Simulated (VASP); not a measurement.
# Cu3Au (Auricupride) (Pm-3m) in VASP: further runs

One crystal, Cu3Au (Auricupride), is run at these levels: PBEsol; tasks: single point, relaxation of cell and atoms.

Everything below comes from runs of VASP 6.6.1. Logs are shortened: lines on timing, memory, paths and dates and some standing lists are left out, and cuts for length are marked.

## Step 1: Starting point

It takes space group Pm-3m (No. 221, cubic). Conventional cell: a = 3.713 Å, b = 3.713 Å, c = 3.713 Å, α = 90.00°, β = 90.00°, γ = 90.00°. Cu (site symmetry 4/mmm) is surrounded by 8 Cu at 2.63 Å and 4 Au at 2.63 Å. Au (site symmetry m-3m) has 12 Cu at 2.63 Å as nearest neighbours.

## Step 2: Single point, PBEsol

Input file INCAR:

```
SYSTEM = Cu3Au
ALGO = Fast
EDIFF = 1E-6
ENCUT = 520
GGA = PS
ISIF = 2
ISMEAR = 0
LASPH = .True.
LCHARG = .False.
LREAL = .False.
LWAVE = .False.
NBANDS = 30
NELM = 60
PREC = Accurate
SIGMA = 0.1
```

Input file KPOINTS:

```
k-points
0
Gamma
  12 12 12
  0 0 0
```

Input file POSCAR:

```
Cu3Au
1.0
    3.7127888779      0.0000000000      0.0000000000
    0.0000000000      3.7127888779      0.0000000000
    0.0000000000      0.0000000000      3.7127888779
Cu Au
3 1
Direct
    0.0000000000      0.5000000000      0.5000000000
    0.5000000000      0.0000000000      0.5000000000
    0.5000000000      0.5000000000      0.0000000000
    0.0000000000      0.0000000000      0.0000000000
```

Potentials or basis: VASP PAW PBE potentials, release 64 (Cu, Au).

Started as:

```
cat potpaw_PBE.64/Cu/POTCAR potpaw_PBE.64/Au/POTCAR > POTCAR
mpirun -np 1 vasp_std > vasp.out
```

OUTCAR:

```text
SYSTEM = Cu3Au
   EDIFF = 1E-6
   ENCUT = 520
   GGA = PS
   ISIF = 2
   ISMEAR = 0
   LASPH = .True.
   LREAL = .False.
   NELM = 60
   PREC = Accurate

 ion  position               nearest neighbor table
   1  0.000  0.500  0.500-   2 2.63   3 2.63   4 2.63   3 2.63   4 2.63   2 2.63   4 2.63   4 2.63
                             2 2.63   3 2.63   3 2.63   2 2.63
   2  0.500  0.000  0.500-   1 2.63   3 2.63   4 2.63   3 2.63   4 2.63   1 2.63   3 2.63   3 2.63
                             1 2.63   4 2.63   4 2.63   1 2.63
   3  0.500  0.500  0.000-   1 2.63   2 2.63   4 2.63   1 2.63   2 2.63   2 2.63   4 2.63   2 2.63
                             1 2.63   4 2.63   1 2.63   4 2.63
   4  0.000  0.000  0.000-   1 2.63   2 2.63   3 2.63   1 2.63   2 2.63   1 2.63   3 2.63   1 2.63
                             2 2.63   3 2.63   2 2.63   3 2.63

  LATTYP: Found a simple cubic cell.
 ALAT       =     3.7127888779

  Lattice vectors:

 A1 = (   3.7127888779,   0.0000000000,   0.0000000000)
 A2 = (   0.0000000000,   3.7127888779,   0.0000000000)
 A3 = (   0.0000000000,   0.0000000000,   3.7127888779)

Analysis of symmetry for initial positions (statically):
=====================================================================
 Subroutine PRICEL returns:
 Original cell was already a primitive cell.

 Routine SETGRP: Setting up the symmetry group for a
 simple cubic supercell.

 Subroutine GETGRP returns: Found 48 space group operations
 (whereof 48 operations were pure point group operations)
 out of a pool of 48 trial point group operations.

The static configuration has the point symmetry O_h .

Analysis of symmetry for dynamics (positions and initial velocities):
=====================================================================
 Subroutine PRICEL returns:
 Original cell was already a primitive cell.

 Routine SETGRP: Setting up the symmetry group for a
 simple cubic supercell.

 Subroutine GETGRP returns: Found 48 space group operations
 (whereof 48 operations were pure point group operations)
 out of a pool of 48 trial point group operations.

The dynamic configuration has the point symmetry O_h .

 Subroutine INISYM returns: Found 48 space group operations
 (whereof 48 operations are pure point group operations),
 and found     1 'primitive' translations

----------------------------------------------------------------------------------------

                                     Primitive cell
[... 96 lines left out ...]
   LREAL  =      F    real-space projection
   EDIFFG = 0.1E-04   stopping-criterion for IOM
   NSW    =      0    number of steps for IOM
   IBRION =     -1    ionic relax: 0-MD 1-quasi-New 2-CG
   NFREE  =      0    steps in history (QN), initial steepest desc. (CG)
   ISIF   =      2    stress and relaxation
   ISYM   =      2    0-nonsym 1-usesym 2-fastsym
   POTIM  = 0.5000    time-step for ionic-motion
   TEBEG  =    0.0;   TEEND  =   0.0 temperature during run
   PSTRESS=    0.0 pullay stress
   NELECT =      44.0000    total number of electrons
   NUPDOWN=      -1.0000    fix difference up-down
   EMIN   =  10.00;   EMAX   =-10.00  energy-range for DOS
   EFERMI =   0.00;   METHOD = LEGACY
   ISMEAR =     0;   SIGMA  =   0.10  broadening in eV -4-tet -1-fermi 0-gaus
   EFERMI_NEDOS =   21; number of points for ismear=-14 and -15
   IALGO  =     68    algorithm
   IMIX   =      4    mixing-type and parameters
     AMIX     =   0.40;   BMIX     =  1.00
     AMIX_MAG =   1.60;   BMIX_MAG =  1.00
  volume/ion in A,a.u.               =      12.80        86.35
  Fermi-wavevector in a.u.,A,eV,Ry     =   1.556654  2.941650 32.969259  2.423172
  Thomas-Fermi vector in A             =   2.660419
   LORBIT       =      0    0 simple, 1 ext, 2 COOP (PROOUT), +10 PAW based schemes
   GGA     = PS    functional components
   LHFCALC =     F    Hartree Fock is set to
   AEXX    =    0.0000 exact exchange contribution
   IVDW    =     0    specifies the selected vdW correction
   LEPSILON=     F    determine dielectric tensor
   LRPA    =     F    only Hartree local field effects (RPA)
 non-spin polarized calculation
 RMM-DIIS sequential band-by-band and
 Gauss-broadening in eV      SIGMA  =   0.10
  energy-cutoff  :      520.00
  volume of cell :       51.18
 maximum number of plane-waves:      1406
 NGX is ok and might be reduce to    28
   NGX = 13   NGY = 13   NGZ = 13

 number of electron      44.0000099 magnetization

 Free energy of the ion-electron system (eV)
  ---------------------------------------------------
  ext. energy  EPLUGINS =         0.00000000
  ---------------------------------------------------
  free energy    TOTEN  =       -17.05053653 eV

  energy without entropy =      -17.04588905  energy(sigma->0) =      -17.04821279

 E-fermi :   8.5154     XC(G=0): -13.0405

 val. band max:        8.4497179506   @ k =   0.5000   0.5000   0.2500
 cond. band min:       8.5359908425   @ k =   0.2500   0.1667   0.1667
 fundamental gap:      0.0862728919
 Fermi energy:         8.5153750048

 k-point     1 :       0.0000    0.0000    0.0000
  band No.  band energies     occupation
      1      -1.4551      2.00000
      2       1.8667      2.00000
      3       1.8667      2.00000
      4       2.7300      2.00000
      5       2.7300      2.00000
      6       2.7300      2.00000
[... 781 lines left out ...]
     29      19.7112      0.00000
     30      19.9245      0.00000

 [... further k-points ...]

------------------------ aborting loop because EDIFF is reached ----------------------------------------

  FORCE on cell =-STRESS in cart. coord.  units (eV):
  Direction    XX          YY          ZZ          XY          YZ          ZX
  --------------------------------------------------------------------------------------
  -------------------------------------------------------------------------------------
  Total        0.1604513      0.1604513      0.1604513     -0.0000000     -0.0000000     -0.0000000
  in kB        5.0228817      5.0228817      5.0228817     -0.0000000     -0.0000000     -0.0000000
  external PRESSURE =       5.0228817 kB  Pullay stress =       0.0000000 kB

 VOLUME and BASIS-vectors are now :
 -----------------------------------------------------------------------------
  energy-cutoff  :      520.00
  volume of cell :       51.18
      direct lattice vectors                 reciprocal lattice vectors
     3.712788878  0.000000000  0.000000000     0.269339311  0.000000000  0.000000000
     0.000000000  3.712788878  0.000000000     0.000000000  0.269339311  0.000000000
     0.000000000  0.000000000  3.712788878     0.000000000  0.000000000  0.269339311

 POSITION                                       TOTAL-FORCE (eV/Angst)
 -----------------------------------------------------------------------------------
      0.00000      1.85639      1.85639         0.000000      0.000000      0.000000
      1.85639      0.00000      1.85639         0.000000      0.000000      0.000000
      1.85639      1.85639      0.00000         0.000000      0.000000      0.000000
      0.00000      0.00000      0.00000         0.000000      0.000000      0.000000
 -----------------------------------------------------------------------------------
    total drift:                                0.000000      0.000000      0.000000

  FREE ENERGIE OF THE ION-ELECTRON SYSTEM (eV)
  ---------------------------------------------------
  free  energy   TOTEN  =       -17.0505365291 eV

  energy  without entropy=      -17.0458890466  energy(sigma->0) =      -17.04821279
```

stdout:

```text
POSCAR found type information on POSCAR CuAu
 POSCAR found :  2 types and       4 ions
 scaLAPACK will be used
 -----------------------------------------------------------------------------
|                                                                             |
|                                                                             |
|     You enforced a specific xc type in the INCAR file but a different       |
|     I HOPE YOU KNOW WHAT YOU ARE DOING!                                     |
|                                                                             |
 -----------------------------------------------------------------------------

 LDA part: xc-table for (Slater+PW92), standard interpolation
 POSCAR, INCAR and KPOINTS ok, starting setup
 FFT: planning ... GRIDC
 FFT: planning ... GRID_SOFT
 FFT: planning ... GRID
 WAVECAR not read
 entering main loop
```

Run time: 4 min. Hardware: 1 thread of Intel Xeon Platinum 8375C at 2.90GHz (Ice Lake), shared host; peak memory 0.24 GiB.

What came out:

- Free energy: -17.0505 eV
- Pressure: 0.5 GPa
- Band gap on the k mesh: none (metal or under the smearing width)

Levels at points of the mesh, in eV from the Fermi level:
```csv
k point,band 20,band 21,band 22,band 23,band 24,band 25
"(0.00, 0.00, 0.00)",-1.43,-1.43,1.14,1.14,1.14,6.11
"(0.50, 0.00, 0.00)",-2.01,-1.59,-1.43,5.81,5.81,6.62
"(0.50, 0.50, 0.00)",-2.24,-0.56,-0.56,-0.44,0.34,8.63
"(0.50, 0.50, 0.50)",-1.65,-1.25,-1.22,-1.22,-1.22,2.52
```

Caveat: the PAW data sets were made with another functional, which shifts forces and pressure a little.

## Step 3: Relaxation of cell and atoms, PBEsol

This run uses another cell than the first one, of 13.08 Å³/atom, 1.022 times its volume.

Input file INCAR:

```
SYSTEM = Cu3Au
ALGO = Fast
EDIFF = 1E-7
EDIFFG = -0.005
ENCUT = 600
GGA = PS
IBRION = 2
ISIF = 3
ISMEAR = 0
LASPH = .TRUE.
LCHARG = .FALSE.
LREAL = .FALSE.
LWAVE = .FALSE.
NELM = 60
NSW = 100
PREC = Accurate
SIGMA = 0.1
```

Input file KPOINTS:

```
k-points
0
G
  12 12 12
  0 0 0
```

Input file POSCAR:

```
Cu3Au
1.0
    3.7400000000      0.0000000000      0.0000000000
    0.0000000000      3.7400000000      0.0000000000
    0.0000000000      0.0000000000      3.7400000000
Cu Au
3 1
Direct
    0.0000000000      0.5000000000      0.5000000000
    0.5000000000      0.0000000000      0.5000000000
    0.5000000000      0.5000000000      0.0000000000
    0.0000000000      0.0000000000      0.0000000000
```

Potentials or basis: VASP PAW PBE potentials, release 64 (Cu, Au).

Started as:

```
cat potpaw_PBE.64/Cu/POTCAR potpaw_PBE.64/Au/POTCAR > POTCAR
mpirun -np 1 vasp_std > vasp.out
```

Wall time 14 min (1 thread of Intel Xeon Platinum 8375C at 2.90GHz (Ice Lake), shared host); peak memory 0.27 GiB.

It converged, with:

```yaml
Free_energy: -17.0512 eV
Relaxed_volume: 12.82 Å³/atom
Relaxed_cell: a = 3.715 Å, b = 3.715 Å, c = 3.715 Å, α = 90.00°, β = 90.00°, γ = 90.00°
Space_group_after_relaxing_to_0.05_Å: Pm-3m (No. 221)
Energy_gained_by_relaxing: 2.5 meV/atom
Ionic_steps: 5
Pressure_after_relaxing: 0.0 GPa
Band_gap_on_the_k_mesh: none (metal or under the smearing width)
```

Step by step:
| step | energy change (eV) | largest force (eV/Å) | pressure (GPa) | volume (Å³) |
| --- | --- | --- | --- | --- |
| 1 | 0.0000 | 0.0000 | -3.08 | 52.31 |
| 2 | -0.0018 | 0.0000 | 3.01 | 50.44 |
| 3 | -0.0099 | 0.0000 | -0.16 | 51.31 |
| 4 | -0.0099 | 0.0000 | 0.35 | 51.27 |
| 5 | -0.0099 | 0.0000 | -0.02 | 51.29 |

Final structure:
```
Cu Au
1.0
     3.71550    0.00000    0.00000
     0.00000    3.71550    0.00000
     0.00000    0.00000    3.71550
Cu Au
3 1
Direct
  0.00000 0.50000 0.50000
  0.50000 0.00000 0.50000
  0.50000 0.50000 0.00000
  0.00000 0.00000 0.00000
```

Levels at points of the mesh, in eV from the Fermi level:
```
           k point  band 20  band 21  band 22  band 23  band 24  band 25
(0.00, 0.00, 0.00)    -1.43    -1.43     1.15     1.15     1.15     6.09
(0.50, 0.00, 0.00)    -2.00    -1.59    -1.43     5.80     5.80     6.61
(0.50, 0.50, 0.00)    -2.23    -0.56    -0.56    -0.44     0.34     8.62
(0.50, 0.50, 0.50)    -1.65    -1.24    -1.22    -1.22    -1.22     2.51
```

Caveat: the PAW data sets were made with another functional, which shifts forces and pressure a little.

## Step 4: Single point, PBEsol

This run uses another cell than the first one, of 13.08 Å³/atom, 1.022 times its volume.

Input file INCAR:

```
  PREC = Accurate
  ENCUT = 520
  EDIFF = 1E-6
  ISMEAR = 0
  SIGMA = 0.1
  LREAL = F
  LASPH = T
  NELM = 60
  ALGO = Normal
  ISIF = 2
  LWAVE = F
  LCHARG = T
  GGA = PS
  LELF = T
  LVHAR = T
  NBANDS = 30
```

Input file KPOINTS:

```
regular mesh
0
Gamma
  6 6 6
```

POSCAR is that of step 3.

Started as:

```
cat potpaw_PBE.64/Cu/POTCAR potpaw_PBE.64/Au/POTCAR > POTCAR
mpirun -np 1 vasp_std > vasp.out
```

Wall time 38 s (1 thread of Intel Xeon Platinum 8375C at 2.90GHz (Ice Lake), shared host); peak memory 0.17 GiB.

The run converged. Its results:

```yaml
Free_energy: -17.0328 eV
Pressure: -3.2 GPa
Band_gap_on_the_k_mesh: none (metal or under the smearing width)
```

Levels at points of the mesh, in eV from the Fermi level:
| k point | band 18 | band 19 | band 20 | band 21 | band 22 | band 23 | band 24 | band 25 | band 26 | band 27 |
| --- | --- | --- | --- | --- | --- | --- | --- | --- | --- | --- |
| (0.00, 0.00, 0.00) | -1.58 | -1.45 | -1.45 | -1.45 | 1.14 | 1.14 | 1.14 | 5.93 | 7.50 | 7.50 |
| (0.50, 0.00, 0.00) | -2.29 | -2.05 | -1.98 | -1.58 | -1.45 | 5.71 | 5.71 | 6.50 | 6.50 | 6.99 |
| (0.50, 0.50, 0.00) | -2.37 | -2.29 | -2.21 | -0.58 | -0.58 | -0.49 | 0.27 | 8.51 | 9.42 | 9.42 |
| (0.50, 0.50, 0.50) | -1.66 | -1.66 | -1.66 | -1.19 | -1.18 | -1.18 | -1.18 | 2.39 | 4.09 | 4.09 |

Caveat: the PAW data sets were made with another functional, which shifts forces and pressure a little. Spin-orbit coupling is left out, which matters for the levels of Au.

## Step 5: Summary

```tsv
task	cell	k mesh	cutoff (eV)	gap on the mesh (eV)	pressure (GPa)
single point	Pm-3m, 12.8 Å³/atom	12 × 12 × 12	520	none	0.5
relaxation of cell and atoms	relaxed	12 × 12 × 12	600	none	0.0
single point	Pm-3m, 13.08 Å³/atom	6 × 6 × 6	520	none	-3.2
```

Alike in all rows: level PBEsol; potentials or basis VASP PAW PBE potentials, release 64 (Cu, Au); no spin polarisation; smearing gaussian 0.1 eV.

Caveats: the PAW data sets were made with another functional, which shifts forces and pressure a little.

Total energies depend on the potentials used, so only differences within one code and one set of settings carry meaning.
